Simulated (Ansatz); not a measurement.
# H2C5 (flat sheet): the cost of one run

Program: Ansatz 0.2.0. Level of theory: DFT PBEsol, scalar-relativistic, plane waves, PAW. These are calculated values, not measurements.

5 further runs of the same task are left out: 5 set aside as unsound or not needed.

## (1) The starting structure

Symmetry: P6/mmm, No. 191, hexagonal system. The conventional cell has a = 2.459 Å, b = 2.459 Å, c = 23.800 Å, α = 90.00°, β = 90.00°, γ = 120.00°. C (site symmetry -6m2) has 3 C at 1.42 Å in its first shell of neighbours.

Coordinates:

```xyz
2
Lattice="2.4588 0.0000 0.0000 -1.2294 2.1294 0.0000 0.0000 0.0000 23.8000" Properties=species:S:1:pos:R:3 pbc="T T T"
C     0.0000    1.4196    9.0000
C     1.2294    0.7098    9.0000
```

This sheet was relaxed beforehand with the same method; its gap on the mesh is none (metal).

## (2) Building the armchair ribbon, N = 5 with H caps

The ribbon is cut from the relaxed sheet, periodic along c; N counts formula units a period. The edge energy is the mean of both edges over the sheet, -246.6863 eV an atom. Each H cap counts from half an H2 molecule (-15.609 eV in a separate run).

The cell holds 10 C, 4 H: a = 15.800 Å, b = 9.300 Å, c = 4.259 Å, α = 90.00°, β = 90.00°, γ = 90.00°.

## (3) The relaxation run

Pressure and volume refer to the whole cell with its vacuum; only the period along c may change.

File input.yaml:

```yaml
crystal:
  lattice:
    - [15.8, 0.0, 0.0]
    - [0.0, 9.3, 0.0]
    - [0.0, 0.0, 4.2588411478]
  atoms:
    - { symbol: C, position: [0.6556229799, 0.5, 0.3333333333] }
    - { symbol: C, position: [0.5, 0.5, 0.3333333333] }
    - { symbol: C, position: [0.57781149, 0.5, 0.8333333333] }
    - { symbol: C, position: [0.3443770201, 0.5, 0.3333333333] }
    - { symbol: C, position: [0.42218851, 0.5, 0.8333333333] }
    - { symbol: C, position: [0.57781149, 0.5, 0.1666666667] }
    - { symbol: C, position: [0.6556229799, 0.5, 0.6666666667] }
    - { symbol: C, position: [0.42218851, 0.5, 0.1666666667] }
    - { symbol: C, position: [0.5, 0.5, 0.6666666667] }
    - { symbol: C, position: [0.3443770201, 0.5, 0.6666666667] }
    - { symbol: H, position: [0.7153677705, 0.5, 0.2053642495] }
    - { symbol: H, position: [0.2846322295, 0.5, 0.2053642495] }
    - { symbol: H, position: [0.7153677705, 0.5, 0.7946357505] }
    - { symbol: H, position: [0.2846322295, 0.5, 0.7946357505] }
basis:
  ecutwfc: 420
kpoints:
  mp_grid: { grid: [1, 1, 13] }
hamiltonian:
  xc: pbesol
scf:
  occupations: { method: gaussian, width: 0.05 }
output:
  forces: true
  stress: true
  eigenvalues: true
  populations: true
  write_density: true
  write_potential: true
  elf: true
  volumetric_format: npy
relax:
  adjacent_minimum: "off"
  f_tol: 0.02
  max_steps: 45
  cell: { fix: [a, b, alpha, beta, gamma], stress_tol: 0.03 }
```

Command:

```
ansatz run input.yaml --threads 4 --pin off --max-ram 11264MiB --backend cpu --events-out ev --progress --plain --runs-dir out
```

**Question.** How long does this run take on 4 threads of Arm Neoverse V2, shared host, and how much memory does it need?

About 18 s, with a peak of 1 GiB.
